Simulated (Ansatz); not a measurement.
CoO:

```
Co O
1.0
    -1.50800    1.50800    2.10725
     1.50800   -1.50800    2.10725
     1.50800    1.50800   -2.10725
Co O
1 1
Direct
  0.00000 0.00000 0.00000
  0.50000 0.50000 0.00000
```

```yaml
Program: Ansatz 0.2.0
Task: relaxation of cell and atoms
Functional: PBEsol
Dispersion: D3(BJ)
Potentials_or_basis: Ansatz PAW
Cutoff: "420 eV (not typed: the program's choice for these potentials)"
k_mesh: 9 × 9 × 9
Occupations: fermi-dirac, width 0.05 eV
Spin: collinear spin, ferromagnetic start
Starting_moments: "[2.0, 0.0] μB"
```

At the start: volume 9.58 Å³/atom.

Task: How do energy, volume and symmetry change on relaxing?

Result: It ends after 12 steps and the volume is 9.61 Å³/atom (+0.3 %); space group Fm-3m (No. 225, to 0.05 Å); moment 2.93 μB per cell.

The path:
```tsv
step	energy change (eV)	largest force (eV/Å)	volume (Å³)
1	0.0000	0.0000	19.17
2	-0.0014	0.0000	19.27
3	-0.0031	0.0000	19.25
4	-0.0040	0.0000	19.22
5	-0.0040	0.0000	19.22
6	-0.0040	0.0000	19.22
7	-0.0040	0.0000	19.22
8	-0.0040	0.0000	19.22
9	-0.0040	0.0000	19.22
10	-0.0043	0.0000	19.22
11	-0.0043	0.0000	19.22
12	-0.0044	0.0000	19.22
```

Final structure:
```
CELL_PARAMETERS angstrom
-1.50573 1.50573 2.11910
1.50573 -1.50573 2.11910
1.50573 1.50573 -2.11910
ATOMIC_POSITIONS crystal
Co 0.00000 0.00000 0.00000
O 0.50000 0.50000 0.00000
```

Caveat: the plane-wave basis is chosen anew once the cell has moved, so the energies of steps on either side of that aren't comparable; the pressure holds a Pulay correction of +0.8 GPa for the finite cutoff; a cell with one magnetic atom can't hold antiferromagnetic order, which such compounds often take; pairwise dispersion overbinds metals, which lowers pressure and volume; the PAW data sets come from PBE, with cores solved anew for the run's functional, which leaves a small shift of forces and pressure.
